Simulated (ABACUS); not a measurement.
V under changes of volume

One of the cells (13.891 Å³/atom); the others are scaled copies at fixed shape and fractional positions:

```
CELL_PARAMETERS angstrom
-1.51435 1.51435 1.51435
1.51435 -1.51435 1.51435
1.51435 1.51435 -1.51435
ATOMIC_POSITIONS crystal
V 0.00000 0.00000 0.00000
```

| Property | Result |
| --- | --- |
| Program | ABACUS 3.10.1 |
| Functional | SCAN |
| Potentials or basis | SG15 ONCV 1.2 PBE |
| Cutoff | 1361 eV |
| Density cutoff | 5442 eV |
| Basis | DZP LCAO (the cutoffs set its grid) |
| k mesh | 9 × 9 × 9 |
| Occupations | fermi-dirac, width 0.05 eV |
| Spin | collinear spin, ferromagnetic start |
| Starting moments | [2.0] μB |

```csv
volume (Å³/atom),energy over the lowest point (meV/atom),pressure (GPa),moment (μB per cell)
13.058,1.11,2.8,0.41
13.336,0.00,-1.3,0.43
13.613,5.92,-5.1,0.46
13.891,18.31,-8.0,0.56
14.169,34.59,-8.8,0.83
14.447,?,?,?
14.725,66.33,-14.5,0.88
```

Task: What does the run at 14.447 Å³/atom give?

Result: Energy over the lowest point 51.80 meV/atom; pressure -11.1 GPa; moment 0.86 μB per cell.

Worked out: A Birch-Murnaghan fit of order 3 (a polynomial in V^(-2/3)) to the other rows has its minimum at 13.24 Å³/atom with B0 = V·E''(V) = 268 GPa (rough, since the energies scatter). It gives 50.67 meV/atom at 14.447 Å³/atom, against the run's 51.80, and -dE/dV = -9.4 GPa, against -11.1. The moment follows no smooth curve through the other rows.

Energies are extrapolated to zero smearing.

Caveats: the atomic orbitals were generated for these runs and aren't a published set; the potentials were made for another functional, which shifts forces and pressure; the basis of atomic orbitals isn't converged, which shifts pressures, moduli and gaps.
